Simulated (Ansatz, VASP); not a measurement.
**One calculation of Si, two programs**

Contents of INCAR:

```
SYSTEM = Si
PREC = Accurate
ENCUT = 520
EDIFF = 1E-6
ISMEAR = -1
SIGMA = 0.1
LREAL = .FALSE.
LASPH = .TRUE.
NELM = 60
ALGO = Normal
ISIF = 2
LWAVE = .FALSE.
LCHARG = .FALSE.
GGA = PE
NBANDS = 21
```

The input KPOINTS:

```
Automatic mesh
0
G
  5 5 5
  0 0 0
```

The input POSCAR:

```
Si
1.0
   -3.2446370491      3.2446370491      3.2446370491
    3.2446370491     -3.2446370491      3.2446370491
    3.2446370491      3.2446370491     -3.2446370491
Si
6
Direct
    0.7500000000      0.2500000000      0.5000000000
    0.7500000000      0.5000000000      0.2500000000
    0.5000000000      0.2500000000      0.7500000000
    0.2500000000      0.5000000000      0.7500000000
    0.2500000000      0.7500000000      0.5000000000
    0.5000000000      0.7500000000      0.2500000000
```

Input for Ansatz:

```yaml
crystal:
  lattice:
    - [-3.24463704913868, 3.24463704913868, 3.24463704913868]
    - [3.24463704913868, -3.24463704913868, 3.24463704913868]
    - [3.24463704913868, 3.24463704913868, -3.24463704913868]
  atoms:
    - { symbol: Si, position: [0.75, 0.25, 0.5] }
    - { symbol: Si, position: [0.75, 0.5, 0.25] }
    - { symbol: Si, position: [0.5, 0.25, 0.75] }
    - { symbol: Si, position: [0.25, 0.5, 0.75] }
    - { symbol: Si, position: [0.25, 0.75, 0.5] }
    - { symbol: Si, position: [0.5, 0.75, 0.25] }
basis:
  ecutwfc: 500.0
kpoints:
  mp_grid:
    grid: [5, 5, 5]
hamiltonian:
  xc: pbe
scf:
  occupations:
    method: fermi_dirac
    width: 0.1
output:
  stress: true
```

This isn't the form of Si at room conditions, which is diamond.

Alike in both runs: task single point; functional PBE; k mesh 5 × 5 × 5; occupations fermi-dirac, width 0.1 eV; no spin polarisation.

```csv
,VASP,Ansatz
version,VASP 6.6.1,Ansatz 0.2.0
potentials or method,"VASP PAW PBE potentials, release 64 (Si)","plane waves, PAW"
plane-wave cutoff (eV),520,500
valence electrons in the cell,24,24
```

```tsv
	VASP	Ansatz	Ansatz less VASP
pressure (GPa)	9.3	9.4	+0.07
```
